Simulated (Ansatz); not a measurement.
# HfO2: one atom moved over a plane

Aim: for HfO2, map the energy of atom 2 (O) over a plane.

Method: DFT PBE, scalar-relativistic, plane waves, PAW, in Ansatz 0.2.0.

### 1 The structure to begin with

Symmetry: Fm-3m, No. 225, cubic system. Conventional cell: a = 5.115 Å, b = 5.115 Å, c = 5.115 Å, α = 90.00°, β = 90.00°, γ = 90.00°. Around Hf (site symmetry m-3m) lie 8 O at 2.21 Å. O (site symmetry -43m) has 4 Hf at 2.21 Å in its first shell of neighbours.

As a file:

```
Hf O
1.0
     0.00000    2.55750    2.55750
     2.55750    0.00000    2.55750
     2.55750    2.55750    0.00000
Hf O
1 2
Direct
  0.00000 0.00000 0.00000
  0.25000 0.25000 0.25000
  0.75000 0.75000 0.75000
```

The cell is taken as given, not relaxed at this level.

### 2 Zero of energy

Reference values: F = -16861.4074 eV; pressure -2.46 GPa; largest force 0.000 eV/Å; gap on the mesh 3.72 eV. It was computed beforehand with the settings of the runs below.

### 3 Next: one atom moved over a plane

Atom 2 (O) is moved by p along (0.000, 1.000, 0.000) and q along (0.000, 0.000, 1.000) (Å), all else fixed; its images in the other cells move with it. Points alike by symmetry are run once.

### 4 Point p = -0.450, q = -0.450

input.yaml reads:

```yaml
crystal:
  lattice:
    - [0.0, 2.5575, 2.5575]
    - [2.5575, 0.0, 2.5575]
    - [2.5575, 2.5575, 0.0]
  atoms:
    - { symbol: Hf, position: [0.0, 0.0, 0.0] }
    - { symbol: O, position: [0.0740469208, 0.25, 0.25] }
    - { symbol: O, position: [0.75, 0.75, 0.75] }
basis:
  ecutwfc: 420
kpoints:
  mp_grid: { grid: [8, 8, 8] }
hamiltonian:
  xc: pbe
scf:
  occupations: { method: gaussian, width: 0.05 }
output:
  forces: true
  stress: true
  eigenvalues: true
```

Run with:

```
$ ansatz run input.yaml --threads 1 --pin off --max-ram 2560MiB --backend cpu --events-out ev --progress --plain --runs-dir out
```

### 5 Point p = -0.450, q = 0.000

Edit input.yaml of step 4 so:

```diff
@@ -7,3 +7,3 @@
     - { symbol: Hf, position: [0.0, 0.0, 0.0] }
-    - { symbol: O, position: [0.0740469208, 0.25, 0.25] }
+    - { symbol: O, position: [0.1620234604, 0.3379765396, 0.1620234604] }
     - { symbol: O, position: [0.75, 0.75, 0.75] }
@@ -21 +21,5 @@
   eigenvalues: true
+  write_density: true
+  write_potential: true
+  elf: true
+  volumetric_format: npy
```

### 6 Point p = -0.450, q = -0.225

Edit input.yaml of step 5 so:

```diff
@@ -7,3 +7,3 @@
     - { symbol: Hf, position: [0.0, 0.0, 0.0] }
-    - { symbol: O, position: [0.1620234604, 0.3379765396, 0.1620234604] }
+    - { symbol: O, position: [0.1180351906, 0.2939882698, 0.2060117302] }
     - { symbol: O, position: [0.75, 0.75, 0.75] }
```

### 7 Point p = -0.225, q = 0.000

input.yaml reads:

```yaml
crystal:
  lattice:
    - [0.0, 2.5575, 2.5575]
    - [2.5575, 0.0, 2.5575]
    - [2.5575, 2.5575, 0.0]
  atoms:
    - { symbol: Hf, position: [0.0, 0.0, 0.0] }
    - { symbol: O, position: [0.2060117302, 0.2939882698, 0.2060117302] }
    - { symbol: O, position: [0.75, 0.75, 0.75] }
basis:
  ecutwfc: 420
kpoints:
  mp_grid: { grid: [8, 8, 8] }
hamiltonian:
  xc: pbe
scf:
  occupations: { method: gaussian, width: 0.05 }
output:
  forces: true
  stress: true
  eigenvalues: true
```

### 8 At p = -0.225, q = -0.225

Edit input.yaml of step 7 so:

```diff
@@ -7,3 +7,3 @@
     - { symbol: Hf, position: [0.0, 0.0, 0.0] }
-    - { symbol: O, position: [0.2060117302, 0.2939882698, 0.2060117302] }
+    - { symbol: O, position: [0.1620234604, 0.25, 0.25] }
     - { symbol: O, position: [0.75, 0.75, 0.75] }
```

(Steps that only read results are left out.)

Q: Predict the outcome of this session. Wanted: highest point; lowest point away from the origin.

The runs gave:

```
                         quantity                                       value
                    highest point  2.558 eV/cell at (p, q) = (-0.450, -0.450)
lowest point away from the origin            0.261 eV/cell at (-0.225, 0.000)
```

No computed point lies below the origin. Read as harmonic, the points at ±0.225 Å give force constants of 10.33 eV/Å² along p and 10.33 eV/Å² along q, so the site is nearly isotropic in this plane. The gap on the mesh runs from 3.23 to 3.83 eV over the map. These runs have no spin-orbit coupling; with Hf it would split and shift bands.

These are semilocal Kohn-Sham gaps, which aren't the measured quantity. Such gaps usually fall short of the measured ones.
